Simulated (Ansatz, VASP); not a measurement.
# HfC: VASP beside Ansatz

```xyz
2
Lattice="0.0000 2.4965 2.4965 2.4965 0.0000 2.4965 2.4965 2.4965 0.0000" Properties=species:S:1:pos:R:3 pbc="T T T"
Hf    0.0000    0.0000    0.0000
C     1.2483    1.2483    1.2483
```

Change from the starting cell: volume scaled by 0.97.

Alike in both runs: task single point; functional PBE; k mesh 11 × 11 × 11; occupations fermi-dirac, width 0.08 eV; no spin polarisation.

|  | VASP | Ansatz |
| --- | --- | --- |
| version | VASP 6.6.1 | Ansatz 0.2.0 |
| potentials or method | VASP PAW PBE potentials, release 64 (Hf_pv, C), cutoff 520 eV | all-electron LAPW, scalar-relativistic |

|  | VASP | Ansatz | Ansatz less VASP |
| --- | --- | --- | --- |
| pressure (GPa) | 4.7 | 5.0 | +0.33 |

Ansatz ran all-electron here, so the differences hold the error of VASP's frozen core and of both bases.
